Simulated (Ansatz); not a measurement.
# Na: strong compression

Aim: compress Na (hcp type) step by step, far beyond the usual range, and follow pressure and electronic structure. The runs shown use LAPW, crystal datasets and norm-conserving. Companion runs by PAW are cited. Its runs: the reference run (LAPW); volume scaled by 1 (crystal datasets and norm-conserving); volume scaled by 0.9 (LAPW, crystal datasets and norm-conserving); volume scaled by 0.8 (LAPW); volume scaled by 0.7 (LAPW); volume scaled by 0.6 (LAPW and norm-conserving); volume scaled by 0.5 (LAPW); volume scaled by 0.4 (LAPW, crystal datasets and norm-conserving).

This is Na in the hcp structure; at room conditions it is bcc.

Program: Ansatz 0.2.0. Level of theory: DFT PBE, with the methods named in each step. These are calculated values, not measurements.

### Step 1. The starting structure

It takes space group P6_3/mmc (No. 194, hexagonal). Conventional cell: a = 3.737 Å, b = 3.737 Å, c = 6.130 Å, α = 90.00°, β = 90.00°, γ = 120.00°. Na (site symmetry -6m2) has 12 Na at 3.74 to 3.75 Å in its first shell of neighbours.

Coordinates:

```
CELL_PARAMETERS angstrom
3.73744 0.00000 0.00000
-1.86872 3.23672 0.00000
0.00000 0.00000 6.13029
ATOMIC_POSITIONS crystal
Na 0.33333 0.66667 0.25000
Na 0.66667 0.33333 0.75000
```

Whether this phase is the stable one at these pressures isn't tested.

Atoms are numbered in the order of the input: Na1, Na2.

### Step 2. The reference volume, LAPW

input.yaml

```yaml
crystal:
  lattice:
    - [3.7374447572, 0.0, 0.0]
    - [-1.8687223786, 3.236722105, 0.0]
    - [0.0, 0.0, 6.1302874478]
  atoms:
    - { symbol: Na, position: [0.3333333333, 0.6666666667, 0.25] }
    - { symbol: Na, position: [0.6666666667, 0.3333333333, 0.75] }
kpoints:
  mp_grid: { grid: [12, 12, 6] }
  band_path:
    path:
      - [0.0, 0.0, 0.0]
      - [0.5, 0.0, 0.0]
      - [0.3333333333, 0.3333333333, 0.0]
      - [0.0, 0.0, 0.0]
      - [0.0, 0.0, 0.5]
      - [0.5, 0.0, 0.5]
      - [0.3333333333, 0.3333333333, 0.5]
      - [0.0, 0.0, 0.5]
      - [0.5, 0.0, 0.5]
    npoints: 14
scf:
  occupations: { method: fermi_dirac, width: 0.05 }
hamiltonian:
  xc: pbe
  pseudopotentials: { kind: all_electron, lapw: { basis_error: 0.001 } }
output:
  forces: true
  stress: true
  eigenvalues: true
  populations: true
  dos: { projected: true, de: 0.2, e_range: [-14, 8] }
```

The run is started by

```console
$ ansatz run input.yaml --threads 1 --pin off --max-ram 2048MiB --backend cpu --events-out ev --progress --plain --runs-dir out
```

### Step 3. Volume scaled by 1, crystal datasets

input.yaml

```yaml
crystal:
  lattice:
    - [3.7374447572, 0.0, 0.0]
    - [-1.8687223786, 3.236722105, 0.0]
    - [0.0, 0.0, 6.1302874478]
  atoms:
    - { symbol: Na, position: [0.3333333333, 0.6666666667, 0.25] }
    - { symbol: Na, position: [0.6666666667, 0.3333333333, 0.75] }
kpoints:
  mp_grid: { grid: [12, 12, 6] }
scf:
  occupations: { method: fermi_dirac, width: 0.05 }
hamiltonian:
  xc: pbe
  pseudopotentials: { kind: all_electron, datasets: crystal }
output:
  forces: true
  stress: true
  eigenvalues: true
```

### Step 4. Volume scaled by 1, norm-conserving

Edit input.yaml of step 3 so:

```diff
@@ -14,3 +14,3 @@
   xc: pbe
-  pseudopotentials: { kind: all_electron, datasets: crystal }
+  pseudopotentials: { kind: nc }
 output:
```

### Step 5. Volume scaled by 0.9, LAPW

input.yaml

```yaml
crystal:
  lattice:
    - [3.6084632387, 0.0, 0.0]
    - [-1.8042316193, 3.1250208333, 0.0]
    - [0.0, 0.0, 5.9187274554]
  atoms:
    - { symbol: Na, position: [0.3333333333, 0.6666666667, 0.25] }
    - { symbol: Na, position: [0.6666666667, 0.3333333333, 0.75] }
kpoints:
  mp_grid: { grid: [12, 12, 6] }
scf:
  occupations: { method: fermi_dirac, width: 0.05 }
hamiltonian:
  xc: pbe
  pseudopotentials: { kind: all_electron, lapw: { basis_error: 0.001 } }
output:
  forces: true
  stress: true
  eigenvalues: true
  populations: true
```

### Step 6. Volume scaled by 0.9, crystal datasets

Edit input.yaml of step 5 so:

```diff
@@ -14,3 +14,3 @@
   xc: pbe
-  pseudopotentials: { kind: all_electron, lapw: { basis_error: 0.001 } }
+  pseudopotentials: { kind: all_electron, datasets: crystal }
 output:
@@ -19,2 +19 @@
   eigenvalues: true
-  populations: true
```

### Step 7. Volume scaled by 0.9, norm-conserving

Edit input.yaml of step 6 so:

```diff
@@ -14,3 +14,3 @@
   xc: pbe
-  pseudopotentials: { kind: all_electron, datasets: crystal }
+  pseudopotentials: { kind: nc }
 output:
```

### Step 8. Volume scaled by 0.8, LAPW

input.yaml

```yaml
crystal:
  lattice:
    - [3.4695363703, 0.0, 0.0]
    - [-1.7347681851, 3.004706636, 0.0]
    - [0.0, 0.0, 5.6908547529]
  atoms:
    - { symbol: Na, position: [0.3333333333, 0.6666666667, 0.25] }
    - { symbol: Na, position: [0.6666666667, 0.3333333333, 0.75] }
kpoints:
  mp_grid: { grid: [12, 12, 6] }
scf:
  occupations: { method: fermi_dirac, width: 0.05 }
hamiltonian:
  xc: pbe
  pseudopotentials: { kind: all_electron, lapw: { basis_error: 0.001 } }
output:
  forces: true
  stress: true
  eigenvalues: true
  populations: true
```

### Step 9. Volume scaled by 0.7, LAPW

Edit input.yaml of step 8 so:

```diff
@@ -2,5 +2,5 @@
   lattice:
-    - [3.4695363703, 0.0, 0.0]
-    - [-1.7347681851, 3.004706636, 0.0]
-    - [0.0, 0.0, 5.6908547529]
+    - [3.3184921562, 0.0, 0.0]
+    - [-1.6592460781, 2.8738985096, 0.0]
+    - [0.0, 0.0, 5.4431067567]
   atoms:
```

### Step 10. Volume scaled by 0.6, LAPW

Edit input.yaml of step 9 so:

```diff
@@ -2,5 +2,5 @@
   lattice:
-    - [3.3184921562, 0.0, 0.0]
-    - [-1.6592460781, 2.8738985096, 0.0]
-    - [0.0, 0.0, 5.4431067567]
+    - [3.152282993, 0.0, 0.0]
+    - [-1.5761414965, 2.7299571519, 0.0]
+    - [0.0, 0.0, 5.1704846812]
   atoms:
```

### Step 11. Volume scaled by 0.6, norm-conserving

Edit input.yaml of step 10 so:

```diff
@@ -14,3 +14,3 @@
   xc: pbe
-  pseudopotentials: { kind: all_electron, lapw: { basis_error: 0.001 } }
+  pseudopotentials: { kind: nc }
 output:
@@ -19,2 +19 @@
   eigenvalues: true
-  populations: true
```

### Step 12. Volume scaled by 0.5, LAPW

input.yaml

```yaml
crystal:
  lattice:
    - [2.9664118696, 0.0, 0.0]
    - [-1.4832059348, 2.5689880372, 0.0]
    - [0.0, 0.0, 4.8656123718]
  atoms:
    - { symbol: Na, position: [0.3333333333, 0.6666666667, 0.25] }
    - { symbol: Na, position: [0.6666666667, 0.3333333333, 0.75] }
kpoints:
  mp_grid: { grid: [12, 12, 6] }
scf:
  occupations: { method: fermi_dirac, width: 0.05 }
hamiltonian:
  xc: pbe
  pseudopotentials: { kind: all_electron, lapw: { basis_error: 0.001 } }
output:
  forces: true
  stress: true
  eigenvalues: true
  populations: true
```

### Step 13. Volume scaled by 0.4, LAPW

Edit input.yaml of step 12 so:

```diff
@@ -2,5 +2,5 @@
   lattice:
-    - [2.9664118696, 0.0, 0.0]
-    - [-1.4832059348, 2.5689880372, 0.0]
-    - [0.0, 0.0, 4.8656123718]
+    - [2.753772842, 0.0, 0.0]
+    - [-1.376886421, 2.3848372374, 0.0]
+    - [0.0, 0.0, 4.5168344107]
   atoms:
@@ -10,2 +10,14 @@
   mp_grid: { grid: [12, 12, 6] }
+  band_path:
+    path:
+      - [0.0, 0.0, 0.0]
+      - [0.5, 0.0, 0.0]
+      - [0.3333333333, 0.3333333333, 0.0]
+      - [0.0, 0.0, 0.0]
+      - [0.0, 0.0, 0.5]
+      - [0.5, 0.0, 0.5]
+      - [0.3333333333, 0.3333333333, 0.5]
+      - [0.0, 0.0, 0.5]
+      - [0.5, 0.0, 0.5]
+    npoints: 8
 scf:
@@ -20 +32,2 @@
   populations: true
+  dos: { projected: true, de: 0.2, e_range: [-14, 8] }
```

### Step 14. Volume scaled by 0.4, crystal datasets

input.yaml

```yaml
crystal:
  lattice:
    - [2.753772842, 0.0, 0.0]
    - [-1.376886421, 2.3848372374, 0.0]
    - [0.0, 0.0, 4.5168344107]
  atoms:
    - { symbol: Na, position: [0.3333333333, 0.6666666667, 0.25] }
    - { symbol: Na, position: [0.6666666667, 0.3333333333, 0.75] }
kpoints:
  mp_grid: { grid: [12, 12, 6] }
scf:
  occupations: { method: fermi_dirac, width: 0.05 }
hamiltonian:
  xc: pbe
  pseudopotentials: { kind: all_electron, datasets: crystal }
output:
  forces: true
  stress: true
  eigenvalues: true
```

### Step 15. Volume scaled by 0.4, norm-conserving

Edit input.yaml of step 14 so:

```diff
@@ -14,3 +14,3 @@
   xc: pbe
-  pseudopotentials: { kind: all_electron, datasets: crystal }
+  pseudopotentials: { kind: nc }
 output:
```

(Steps that only read results are left out.)

Before running it: what results should come out? Wanted: LAPW pressure at 0.4 of the volume; PAW pressure at 0.4 of the volume; PAW; crystal datasets pressure at 0.4 of the volume; norm-conserving pressure at 0.4 of the volume; fitted bulk modulus at zero pressure.

The runs gave:

| quantity | value |
| --- | --- |
| LAPW pressure at 0.4 of the volume | 39.5 GPa |
| PAW pressure at 0.4 of the volume | 39.5 GPa |
| PAW (level accurate) pressure at 0.4 of the volume | 39.5 GPa |
| crystal datasets pressure at 0.4 of the volume | 39.5 GPa |
| norm-conserving pressure at 0.4 of the volume | 39.5 GPa |
| fitted bulk modulus at zero pressure (LAPW) | 7.3 GPa |
| its pressure derivative | 3.87 |

**Reading.** At 0.4 of the starting volume LAPW gives 40 GPa. One third-order Birch-Murnaghan curve follows these points (B₀ = 7.3 GPa, B′ = 3.87, misfit at most 0.05 GPa). A fit over so wide a range leans to the high pressures, so B₀ can be off by several per cent. Where LAPW's pressure is over 3 GPa, PAW's departs from it by at most 0.4 %, at 0.7 of the volume. The ions are at rest, and the electrons smeared by 0.05 eV.
